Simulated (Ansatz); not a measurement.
Calculation for Cu (fcc type): DFT, PBE, all-electron LAPW, scalar-relativistic (Ansatz 0.2.0). This run: fcc relaxed.

The cell comes from a relaxation on PAW files under the same functional.

Command: `ansatz run input.yaml --threads 1 --pin off --max-ram 3072MiB --backend cpu --events-out ev --progress --plain --runs-dir out` It took 35 s on 1 thread of Arm Neoverse V1, on a shared host, peak memory 0.4 GiB.

```yaml
crystal:
  lattice:
    - [0.0, 1.8145933008, 1.8145933008]
    - [1.8145933008, 0.0, 1.8145933008]
    - [1.8145933008, 1.8145933008, 0.0]
  atoms:
    - { symbol: Cu, position: [0.0, 0.0, 0.0] }
kpoints:
  mp_grid: { grid: [19, 19, 19] }
scf:
  occupations: { method: fermi_dirac, width: 0.05 }
hamiltonian:
  xc: pbe
  pseudopotentials: { kind: all_electron, lapw: { basis_error: 0.0005 } }
output:
  forces: true
  stress: true
  eigenvalues: true
  populations: true
relax:
  f_tol: 0.005
  max_steps: 25
  cell: {}
```

Output:

```
The last accepted step is kept in <dir> (removed where the run ends without a failure and the disk answers)
Cu: projections on atomic orbitals take those of the free atom 1s2 2s2 2p6 3s2 3p6 3d10 4s1, of charge +0.00 (hamiltonian.pseudopotentials.projection_atoms)
LAPW: plane waves up to 9.411 Å⁻¹, error target 5.0e-4 eV per atom; small_component_spin mean_spin; Cu in spheres of 1.245 Å, 19 of its electrons in bands, Dirac shells [] (how accurate: hamiltonian.pseudopotentials.lapw.basis_error, Limitations)
Engine: ansatz 0.2.0
Pseudopotentials: kind: all_electron
Pseudopotential: Cu, LAPW, valence charge 19, lapw/all_electron/scalar/gaussian/Cu, Koelling and Harmon's equation, gaussian nucleus
Functional definition: PBE
  parameter kappa = 0.804
  parameter beta = 0.06672455060314922
  exchange = pbe_x(kappa = kappa, mu = beta*pi^2/3)
  correlation = pbe_c(beta = beta)
Crystal: 1 atoms, lattice volume = 11.950 Å³
Basis set: ecut = 337.42206248008114 eV, 169 PW (Γ), exchange–correlation at level 2
Bands: 14, of which v1, the nominal top of the filled ones, is band 10 counted from 1 (9 counted from 0)
Symmetry: 48 space group operations
Space group: Fm-3m (ITA 225), of the structure as read, at distance tolerance 2.3e-5 Å
k-points: 220 of 6859
Non-local potential: Cu, projectors of the file, none
Initial density: superposition of atomic densities (chi_scale 0.1, normalization cell)
Initial wavefunctions: plane waves of lowest kinetic energy (no species holds an atomic orbital)
Functional: x = pbe(κ = 0.804, μ = 0.2195149727645171), c = pbe(β = 0.06672455060314922)
iter 1 solved again at ethr=8.92e-4 eV; its pass at ethr=1.00e-1 eV (dr2=1.69e-1 eV) is discarded
SCF iter   1: F=—  HF=-45035.169694 eV  |F-HF|=—  |Δ(HF+E_count)|=         —  Δρ=5.31e-2  dr2=1.70e-1  ethr=8.92e-4  ⟨swp⟩=2.4  Hψ=21610  notcnv=0
preconditioner: auto → none  [metal: Δε(μ)=0.039 eV  Ē_g=15.767 eV  σ=0.050 eV  W_gap=0.19  n_scr=0 (ndim 8)  ℏωp=35.6 eV  f_vac=0.000  D(μ)=0.37/eV (n_scr^D=0)]
SCF iter   2: F=—  HF=-45036.012181 eV  |F-HF|=—  |Δ(HF+E_count)|=   8.42e-1  Δρ=3.30e-2  dr2=6.66e-2  ethr=8.92e-4  ⟨swp⟩=3.0  Hψ=10353  notcnv=0
iter 3 solved again at ethr=2.45e-6 eV; its pass at ethr=3.51e-4 eV (dr2=4.66e-4 eV) is discarded
SCF iter   3: F=—  HF=-45034.384642 eV  |F-HF|=—  |Δ(HF+E_count)|=    1.63e0  Δρ=2.65e-3  dr2=4.66e-4  ethr=2.45e-6  ⟨swp⟩=2.1  Hψ=15555  notcnv=0
SCF iter   4: F=—  HF=-45034.299790 eV  |F-HF|=—  |Δ(HF+E_count)|=   8.49e-2  Δρ=5.74e-3  dr2=1.92e-3  ethr=2.45e-6  ⟨swp⟩=3.0  Hψ=10247  notcnv=0
SCF iter   5: F=—  HF=-45034.292364 eV  |F-HF|=—  |Δ(HF+E_count)|=   7.43e-3  Δρ=9.64e-4  dr2=5.15e-5  ethr=2.45e-6  ⟨swp⟩=2.4  Hψ=8414  notcnv=0
SCF iter   6: F=—  HF=-45034.292197 eV  |F-HF|=—  |Δ(HF+E_count)|=   1.66e-4  Δρ=2.14e-5  dr2=3.21e-8  ethr=2.71e-7  ⟨swp⟩=2.0  Hψ=8278  notcnv=0
SCF iter   7: F=-45034.292197 eV  HF=-45034.292197 eV  |F-HF|=2.77e-8  |Δ(HF+E_count)|=   5.68e-8  Δρ=4.25e-6  dr2=1.42e-9  ethr=1.69e-10  ⟨swp⟩=3.0  Hψ=9030  notcnv=0
SCF 1 converged in 7 iterations: F = -45034.292197 eV  dr2 = 1.42e-9
relax step   1: F+E_penalty+E_count = -45034.29219742 eV  Δ(F+E_penalty+E_count) = +0.000e0 eV  max|allowed force component| = 0.000e0 eV/Å  Δτ_max = 0.0000 Å  P = -0.056 GPa  Ω = 11.950 Å³  (7 SCF iters, accepted)
Crystal: 1 atoms, lattice volume = 11.948 Å³
Basis set: ecut = 337.4672623717332 eV, 169 PW (Γ), exchange–correlation at level 2
Initial density: handed on by an earlier stage of this run
Initial wavefunctions: those handed on with the density
iter 1 solved again at ethr=1.66e-12 eV; its pass at ethr=1.00e-1 eV (dr2=3.15e-10 eV) is discarded
SCF iter   1: F=—  HF=-45034.292198 eV  |F-HF|=—  |Δ(HF+E_count)|=         —  Δρ=1.88e-6  dr2=3.62e-10  ethr=1.66e-12  ⟨swp⟩=6.0  Hψ=19971  notcnv=0  reapply=3
preconditioner: auto → none  [metal: Δε(μ)=0.021 eV  Ē_g=16.918 eV  σ=0.050 eV  W_gap=0.11  n_scr=0 (ndim 8)  ℏωp=35.6 eV  f_vac=0.000  D(μ)=0.40/eV (n_scr^D=0)]
SCF iter   2: F=-45034.292198 eV  HF=-45034.292198 eV  |F-HF|=2.44e-8  |Δ(HF+E_count)|=   2.19e-8  Δρ=3.25e-6  dr2=5.51e-10  ethr=1.66e-12  ⟨swp⟩=3.0  Hψ=9479  notcnv=0
SCF 2 converged in 2 iterations: F = -45034.292198 eV  dr2 = 5.51e-10
relax step   2: F+E_penalty+E_count = -45034.29219805 eV  Δ(F+E_penalty+E_count) = -6.360e-7 eV  max|allowed force component| = 0.000e0 eV/Å  Δτ_max = 0.0000 Å  P = -0.029 GPa  Ω = 11.948 Å³  (2 SCF iters, accepted)
iter 1 solved again at ethr=2.90e-12 eV; its pass at ethr=1.00e-1 eV (dr2=5.52e-10 eV) is discarded
SCF iter   1: F=—  HF=-45034.292198 eV  |F-HF|=—  |Δ(HF+E_count)|=         —  Δρ=3.25e-6  dr2=5.53e-10  ethr=2.90e-12  ⟨swp⟩=3.0  Hψ=15894  notcnv=0
preconditioner: auto → none  [metal: Δε(μ)=0.021 eV  Ē_g=16.917 eV  σ=0.050 eV  W_gap=0.11  n_scr=0 (ndim 8)  ℏωp=35.6 eV  f_vac=0.000  D(μ)=0.40/eV (n_scr^D=0)]
SCF iter   2: F=-45034.292198 eV  HF=-45034.292198 eV  |F-HF|=4.98e-8  |Δ(HF+E_count)|=   1.81e-8  Δρ=3.19e-6  dr2=6.76e-10  ethr=2.90e-12  ⟨swp⟩=3.0  Hψ=9510  notcnv=0
SCF 3 converged in 2 iterations: F = -45034.292198 eV  dr2 = 6.76e-10
relax step   3: F+E_penalty+E_count = -45034.29219803 eV  Δ(F+E_penalty+E_count) = +2.041e-8 eV  max|allowed force component| = 0.000e0 eV/Å  Δτ_max = 0.0000 Å  P = -0.027 GPa  Ω = 11.948 Å³  stress off target by 2.70e-2 GPa  SCF on the basis re-selected at this cell (its energy is not comparable with the rows above)  (2 SCF iters)
basis re-selected at this cell: Δ(F+E_penalty+E_count) = +2.041e-8 eV, ΔP = +0.002 GPa vs the last step (what re-selecting the basis moved, after the strain that the cell walked since its last selection, with what the two solves' SCF thresholds leave and, on support functions, any second-order correction that the steps lacked; it is no measure of the basis error at this ecutwfc). This SCF's stress stands 2.70e-2 GPa from its target on what of the cell is left free (relax.cell.stress_tol is 5.00e-2 GPa) and its largest allowed force component is 0.00e0 eV/Å (relax.f_tol is 5.00e-3 eV/Å): within both
SCF converged after 2 iterations
Free energy (F): -45034.292198 eV
Harris-Foulkes:  -45034.292198 eV  (|F-HF|=4.98e-8)
Internal energy: -45034.288995 eV  (E = F + TS)
E sigma→0 (E₀):  -45034.290597 eV
Entropy (-TS):   -0.003203 eV (-3.203 meV/atom)
Fermi energy:    16.419011 eV
--- Per-component energies (eV) ---
  E_band       = -366.520315
  E_kinetic    = 45808.204346
  E_xc         = -1840.568748
  E_electrostatic = -89001.924594  (all electrons and nuclei)
  E_smearing   = -0.003203  (= −TS)
  E_closure    = 0.000000  (closes the sum)
  E_atoms      = -45030.532457  (free atoms, spherical and without spin; not in F)
  Σ components = -45034.292198   (vs F -45034.292198, Δ=0.00e0)
  Basis errors (estimates in eV, not in F): energy 1.1e-4 per atom: plane waves 1.0e-4 (5.5e-5 summed), levels above the bands 1.1e-175, relativity 8.7e-9, radial functions 5.2e-6, core shells 3.1e-11; eigenvalues (radial functions only) 3.2e-7; not estimated: angular momenta, meshes, grids; target (lapw.basis_error) 5.0e-4; muffin-tin radii Cu 1.245 Å
--- Forces (eV/Å), atoms counted from 1 ---
  atom   1  Cu     0.00000000     0.00000000    -0.00000000
  max |Σ_I F_I| component: 2.88e-32 eV/Å
--- Stress (GPa, compression-positive) ---
       -0.026982       0.000000       0.000000
        0.000000      -0.026982       0.000000
        0.000000       0.000000      -0.026982
  P = ⅓ Tr σ = -0.0270 GPa (-0.270 kbar)
--- Band table (eV; the first three rows and the last of 220) ---
  k-point 0: bands = ["-96.1891", "-53.5057", "-53.5057", "-53.5057", "7.0446", "13.3929", "13.3929", "13.3929", "14.2104", "14.2104", "38.8696", "41.3947", "41.3947", "41.3947"]
  k-point 1: bands = ["-96.1887", "-53.5085", "-53.5061", "-53.5061", "7.1449", "13.3714", "13.4120", "13.4120", "14.2028", "14.2028", "38.2793", "40.1214", "41.0537", "41.0537"]
  k-point 2: bands = ["-96.1877", "-53.5166", "-53.5074", "-53.5074", "7.4428", "13.3123", "13.4626", "13.4626", "14.1863", "14.1863", "36.0253", "39.5475", "40.4187", "40.4187"]
  k-point 219: bands = ["-96.1716", "-53.5763", "-53.5724", "-53.5449", "12.2884", "12.7804", "12.9815", "14.1727", "14.9032", "22.1807", "22.3775", "24.6372", "25.5649", "43.1412"]
--- Relaxed structure (2 steps of the walk, 2 accepted, 1 SCFs on fresh bases) ---
  F+E_penalty+E_count = -45034.29219803 eV   max|allowed force component| = 0.000e0 eV/Å   (the final SCF, on the basis selected at the relaxed cell)
  cell:  # Å, volume = 11.9476 Å³
    - [-3.184607520559744e-36, 1.8144717746901964, 1.8144717746901964]
    - [1.8144717746901964, -4.2992201527556547e-35, 1.8144717746901964]
    - [1.8144717746901964, 1.8144717746901964, -3.025377144531757e-35]
  atoms:
    - { symbol: Cu, position: [0.0, 0.0, 0.0] }
--- Löwdin populations: 1 site ---
  site symbol       q [e]
     0     Cu     28.8408
  spilling = 0.005490 (of n_electrons = 29.000000)
```

populations.tsv:

```
# site	symbol	l	j	q
# orbitals = lowdin
# n_electrons = 29.000000
# spilling = 0.005490
# projection_atom_Cu: 1s2 2s2 2p6 3s2 3p6 3d10 4s1
0	Cu	0_1S	-	1.999992
0	Cu	0_2S	-	1.999610
0	Cu	0_3S	-	1.989632
0	Cu	0_4S	-	1.056455
0	Cu	1_2P	-	5.999999
0	Cu	1_3P	-	5.999260
0	Cu	2_3D	-	9.795840
```

Next run (bcc relaxed), as changes to the input before:

```diff
   lattice:
-    - [0.0, 1.8145933008, 1.8145933008]
-    - [1.8145933008, 0.0, 1.8145933008]
-    - [1.8145933008, 1.8145933008, 0.0]
+    - [-1.4424177744, 1.4424177744, 1.4424177744]
+    - [1.4424177744, -1.4424177744, 1.4424177744]
+    - [1.4424177744, 1.4424177744, -1.4424177744]
   atoms:
 kpoints:
-  mp_grid: { grid: [19, 19, 19] }
+  mp_grid: { grid: [20, 20, 20] }
 scf:
```

Command: `ansatz run input.yaml --threads 1 --pin off --max-ram 3072MiB --backend cpu --events-out ev --progress --plain --runs-dir out` It took 30 s on 1 thread of Arm Neoverse V1 (shared host), peak memory 0.43 GiB.

Results part of the output:

```
basis re-selected at this cell: Δ(F+E_penalty+E_count) = +1.179e-9 eV, ΔP = -0.001 GPa vs the last step (what re-selecting the basis moved, after the strain that the cell walked since its last selection, with what the two solves' SCF thresholds leave and, on support functions, any second-order correction that the steps lacked; it is no measure of the basis error at this ecutwfc). This SCF's stress stands 1.57e-2 GPa from its target on what of the cell is left free (relax.cell.stress_tol is 5.00e-2 GPa) and its largest allowed force component is 0.00e0 eV/Å (relax.f_tol is 5.00e-3 eV/Å): within both
SCF converged after 2 iterations
Free energy (F): -45034.254796 eV
Harris-Foulkes:  -45034.254796 eV  (|F-HF|=3.91e-9)
Internal energy: -45034.250499 eV  (E = F + TS)
E sigma→0 (E₀):  -45034.252648 eV
Entropy (-TS):   -0.004297 eV (-4.297 meV/atom)
Fermi energy:    16.271148 eV
--- Per-component energies (eV) ---
  E_band       = -368.112564
  E_kinetic    = 45808.134510
  E_xc         = -1840.557893
  E_electrostatic = -89001.827116  (all electrons and nuclei)
  E_smearing   = -0.004297  (= −TS)
  E_closure    = 0.000000  (closes the sum)
  E_atoms      = -45030.532457  (free atoms, spherical and without spin; not in F)
  Σ components = -45034.254796   (vs F -45034.254796, Δ=0.00e0)
  Basis errors (estimates in eV, not in F): energy 1.3e-4 per atom: plane waves 1.2e-4 (6.6e-5 summed), levels above the bands 4.7e-138, relativity 2.6e-9, radial functions 6.0e-6, core shells 8.5e-11; eigenvalues (radial functions only) 1.5e-5; not estimated: angular momenta, meshes, grids; target (lapw.basis_error) 5.0e-4; muffin-tin radii Cu 1.212 Å
--- Forces (eV/Å), atoms counted from 1 ---
  atom   1  Cu    -0.00000000    -0.00000000    -0.00000000
  max |Σ_I F_I| component: 1.56e-31 eV/Å
--- Stress (GPa, compression-positive) ---
       -0.015747       0.000000      -0.000000
        0.000000      -0.015747      -0.000000
       -0.000000      -0.000000      -0.015747
  P = ⅓ Tr σ = -0.0157 GPa (-0.157 kbar)
--- Band table (eV; the first three rows and the last of 256) ---
  k-point 0: bands = ["-96.2751", "-53.5909", "-53.5909", "-53.5909", "6.9875", "13.2339", "13.2339", "13.2339", "14.2334", "14.2334", "41.1790", "41.1790", "41.1790", "44.2798"]
  k-point 1: bands = ["-96.2748", "-53.5935", "-53.5919", "-53.5909", "7.0830", "13.2161", "13.2333", "13.2704", "14.2157", "14.2348", "40.0223", "40.8996", "40.9088", "43.0213"]
  k-point 2: bands = ["-96.2738", "-53.6010", "-53.5946", "-53.5908", "7.3668", "13.1645", "13.2281", "13.3777", "14.1703", "14.2390", "37.5933", "39.9458", "40.3108", "41.3529"]
  k-point 255: bands = ["-96.2495", "-53.6705", "-53.6705", "-53.6705", "11.7317", "11.7317", "14.7864", "14.7864", "14.7864", "24.3426", "24.3426", "24.3426", "29.7414", "29.7414"]
--- Relaxed structure (1 steps of the walk, 1 accepted, 1 SCFs on fresh bases) ---
  F+E_penalty+E_count = -45034.25479636 eV   max|allowed force component| = 0.000e0 eV/Å   (the final SCF, on the basis selected at the relaxed cell)
  cell:  # Å, volume = 12.0042 Å³
    - [-1.4424177744, 1.4424177744, 1.4424177744]
    - [1.4424177744, -1.4424177744, 1.4424177744]
    - [1.4424177744, 1.4424177744, -1.4424177744]
  atoms:
    - { symbol: Cu, position: [0.0, 0.0, 0.0] }
--- Löwdin populations: 1 site ---
  site symbol       q [e]
     0     Cu     28.8388
  spilling = 0.005559 (of n_electrons = 29.000000)
```

Next run (hcp relaxed), as changes to the input before:

```diff
   lattice:
-    - [-1.4424177744, 1.4424177744, 1.4424177744]
-    - [1.4424177744, -1.4424177744, 1.4424177744]
-    - [1.4424177744, 1.4424177744, -1.4424177744]
+    - [2.5678168448, 0.0, 0.0]
+    - [-1.2839084224, 2.2237946199, 0.0]
+    - [0.0, 0.0, 4.1954803596]
   atoms:
-    - { symbol: Cu, position: [0.0, 0.0, 0.0] }
+    - { symbol: Cu, position: [0.3333333333, 0.6666666667, 0.25] }
+    - { symbol: Cu, position: [0.6666666667, 0.3333333333, 0.75] }
 kpoints:
-  mp_grid: { grid: [20, 20, 20] }
+  mp_grid: { grid: [18, 18, 10] }
 scf:
```

Results part of the output:

```
basis re-selected at this cell: Δ(F+E_penalty+E_count) = +2.721e-9 eV, ΔP = -0.000 GPa vs the last step (what re-selecting the basis moved, after the strain that the cell walked since its last selection, with what the two solves' SCF thresholds leave and, on support functions, any second-order correction that the steps lacked; it is no measure of the basis error at this ecutwfc). This SCF's stress stands 3.24e-2 GPa from its target on what of the cell is left free (relax.cell.stress_tol is 5.00e-2 GPa) and its largest allowed force component is 1.85e-17 eV/Å (relax.f_tol is 5.00e-3 eV/Å): within both
SCF converged after 2 iterations
Free energy (F): -90068.567371 eV
Harris-Foulkes:  -90068.567371 eV  (|F-HF|=2.62e-10)
Internal energy: -90068.559935 eV  (E = F + TS)
E sigma→0 (E₀):  -90068.563653 eV
Entropy (-TS):   -0.007436 eV (-3.718 meV/atom)
Fermi energy:    16.266003 eV
--- Per-component energies (eV) ---
  E_band       = -734.203091
  E_kinetic    = 91616.337680
  E_xc         = -3681.144121
  E_electrostatic = -178003.753494  (all electrons and nuclei)
  E_smearing   = -0.007436  (= −TS)
  E_closure    = 0.000000  (closes the sum)
  E_atoms      = -90061.064913  (free atoms, spherical and without spin; not in F)
  Σ components = -90068.567371   (vs F -90068.567371, Δ=0.00e0)
  Basis errors (estimates in eV, not in F): energy 1.1e-4 per atom: plane waves 1.1e-4 (5.5e-5 summed), levels above the bands 3.8e-62, relativity 8.7e-9, radial functions 1.8e-6, core shells 3.0e-11; eigenvalues (radial functions only) 1.6e-7; not estimated: angular momenta, meshes, grids; target (lapw.basis_error) 5.0e-4; muffin-tin radii Cu 1.245 Å
--- Forces (eV/Å), atoms counted from 1 ---
  atom   1  Cu     0.00000000    -0.00000000     0.00000000
  atom   2  Cu    -0.00000000     0.00000000    -0.00000000
  max |Σ_I F_I| component: 2.31e-18 eV/Å
--- Stress (GPa, compression-positive) ---
       -0.031895      -0.000000       0.000000
       -0.000000      -0.031895       0.000000
        0.000000       0.000000      -0.032439
  P = ⅓ Tr σ = -0.0321 GPa (-0.321 kbar)
--- Band table (eV; the first three rows and the last of 222) ---
  k-point 0: bands = ["-96.2179", "-96.2050", "-53.6378", "-53.5507", "-53.5507", "-53.5363", "-53.5353", "-53.5353", "7.0134", "11.2999", "13.3516", "13.4158", "13.4158", "13.6206", "13.6206", "13.9013", "13.9013", "14.6382", "14.6382", "15.3009", "19.9876", "37.5543", "37.8114"]
  k-point 1: bands = ["-96.2176", "-96.2053", "-53.6354", "-53.5503", "-53.5503", "-53.5388", "-53.5357", "-53.5357", "7.1037", "11.2436", "13.3341", "13.3983", "13.3983", "13.6030", "13.6030", "13.9423", "13.9423", "14.6334", "14.6334", "14.8767", "20.6433", "37.5663", "37.9027"]
  k-point 2: bands = ["-96.2167", "-96.2062", "-53.6282", "-53.5492", "-53.5492", "-53.5461", "-53.5368", "-53.5368", "7.3722", "11.0321", "13.2851", "13.3652", "13.3652", "13.5556", "13.5556", "14.0436", "14.0436", "14.0864", "14.6155", "14.6155", "22.1681", "36.2423", "37.6279"]
  k-point 221: bands = ["-96.2017", "-96.2017", "-53.6176", "-53.6176", "-53.5974", "-53.5974", "-53.5568", "-53.5568", "12.4760", "12.4760", "12.5878", "12.5878", "13.0980", "13.0980", "13.8990", "13.8990", "14.6657", "14.6657", "20.3116", "20.3116", "21.7909", "21.7909", "23.0639"]
--- Relaxed structure (2 steps of the walk, 2 accepted, 1 SCFs on fresh bases) ---
  F+E_penalty+E_count = -90068.56737145 eV   max|allowed force component| = 1.850e-17 eV/Å   (the final SCF, on the basis selected at the relaxed cell)
  cell:  # Å, volume = 23.9516 Å³
    - [2.567611194334927, 0.0, -5.718337762539578e-35]
    - [-1.2838055971674636, 2.22361652133535, -6.691187137859289e-21]
    - [-1.4014535628197976e-34, -1.2623802561765616e-20, 4.195134135246913]
  atoms:
    - { symbol: Cu, position: [0.33333333333333337, 0.6666666666666667, 0.25] }
    - { symbol: Cu, position: [0.6666666666666667, 0.33333333333333337, 0.7499999999999999] }
--- Löwdin populations: 2 sites ---
  site symbol       q [e]
     0     Cu     28.8498
     1     Cu     28.8498
  spilling = 0.005181 (of n_electrons = 58.000000)
```
